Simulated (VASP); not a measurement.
Si: relaxation of shape and atoms at fixed volume with LDA

Si:

```
Si
1.0
     2.64043    0.00000    0.00000
    -1.32021    2.28668    0.00000
     0.00000    0.00000    4.47696
Si
2
Direct
  0.33333 0.66667 0.25000
  0.66667 0.33333 0.75000
```

This isn't the form of Si at room conditions, which is diamond.

The cell isn't the ideal one: a relaxed cell with its volume scaled by 0.98.

```
Program                : VASP 6.6.1
Task                   : relaxation of shape and atoms at fixed volume
Functional             : LDA
Potentials or basis    : VASP PAW LDA potentials, release 64 (Si)
Cutoff                 : 600 eV
k mesh                 : 18 × 18 × 8
Occupations            : methfessel-paxton, width 0.1 eV
Spin                   : no spin polarisation
Further INCAR settings : ALGO = Normal; EDIFF = 1e-07; IBRION = 2; EDIFFG = -0.01; NSW = 40; ISIF = 4
```

- Pressure after relaxing: 2.1 GPa
- Band gap on the k mesh: none (metal or under the smearing width)

Stress tensor (GPa, compression positive):
```
2.02 0.00 0.00
0.00 2.02 0.00
0.00 0.00 2.14
```

Final structure:
```cif
data_structure
_symmetry_space_group_name_H-M 'P 1'
_symmetry_Int_Tables_number 1
_cell_length_a 2.6404
_cell_length_b 2.6404
_cell_length_c 4.4770
_cell_angle_alpha 90.000
_cell_angle_beta 90.000
_cell_angle_gamma 120.000
_cell_volume 27.03
loop_
_atom_site_label
_atom_site_type_symbol
_atom_site_fract_x
_atom_site_fract_y
_atom_site_fract_z
_atom_site_occupancy
Si1 Si 0.33333 0.66667 0.25000 1
Si2 Si 0.66667 0.33333 0.75000 1
```

Levels at points of the mesh, in eV from the Fermi level:
```tsv
k point	band 2	band 3	band 4	band 5	band 6	band 7
(0.00, 0.00, 0.00)	-8.36	-7.53	9.20	9.20	10.45	10.45
(0.50, 0.00, 0.00)	-7.97	-1.95	-1.71	-1.44	-0.16	3.83
(0.00, 0.00, 0.50)	-13.26	0.58	0.58	10.59	10.59	10.59
(0.50, 0.00, 0.50)	-6.79	-6.20	-6.20	5.37	5.37	5.92
```

Run time: 17 s on 1 thread of Intel(R) Xeon(R) Platinum 8488C (Sapphire Rapids) (shared host), peak memory 0.15 GiB.

Caveat: the relaxation stopped at its first step, so nothing moved.
